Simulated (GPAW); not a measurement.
Crystal: BaTiO3 (Barioperovskite).

```
CELL_PARAMETERS angstrom
3.98550 0.00000 0.00000
0.00000 2.83690 2.84515
0.00000 -2.83690 2.84515
ATOMIC_POSITIONS crystal
Ba 0.00000 0.00000 0.00000
Ti 0.50000 0.51240 0.51240
O 0.50000 0.99184 0.50524
O 0.50000 0.50524 0.99184
O 0.00000 0.48740 0.48740
```

Base run:

| Property | Result |
| --- | --- |
| Program | GPAW 26.7.0 |
| Functional | LDA |
| Potentials or basis | the program's PAW data sets (release 1.2.1) made for this functional |
| Cutoff | 800 eV |
| Basis | pw |
| k mesh | 7 × 7 × 7 |
| Occupations | fermi-dirac, width 0.05 eV |
| Spin | no spin polarisation |

Its results: band gap on the k mesh 1.87 eV, indirect (least direct gap 1.99 eV); pressure -7.3 GPa; largest force 0.305 eV/Å.

Task: The run is repeated on the same cell with these changes: k mesh from 7 × 7 × 7 to 5 × 5 × 5. What comes out?

Result: Band gap on the k mesh 1.93 eV, indirect (least direct gap 1.99 eV); pressure -7.3 GPa; largest force 0.312 eV/Å.

Caveats: spin-orbit coupling is left out, which moves the levels of the heavy elements; an odd mesh through Γ misses points on the zone boundary, where band edges often lie (some runs); the mesh misses the band edges, which the band path finds closer together (some runs).

Not every run made on this cell is shown here.
